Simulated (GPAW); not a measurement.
Crystal: AgBr.

```
Ag Br
1.0
     0.00000    2.87015    2.87015
     2.87015    0.00000    2.87015
     2.87015    2.87015    0.00000
Ag Br
1 1
Direct
  0.00000 0.00000 0.00000
  0.50000 0.50000 0.50000
```

Program: GPAW 26.7.0. Alike in all runs: task density of states; potentials or basis PAW data sets generated in the run's folder for this functional, pw; no spin polarisation; cell as given; k mesh 8 × 8 × 8; cutoff (eV) 600; smearing fermi-dirac 0.05 eV.

Q: Order these runs on this cell by their band gap on the k mesh, lowest first.
A. level PBEsol+U; U Ag d U = 4 eV
B. level PBEsol
C. level PBEsol+U; U Ag d U = 1 eV
D. level PBEsol+U; U Ag d U = 2 eV
E. level PBEsol+U; U Ag d U = 6 eV

A: B (0.49 eV), C (0.68 eV), D (0.86 eV), A (1.20 eV), E (1.50 eV).

A k mesh can miss the band edges.
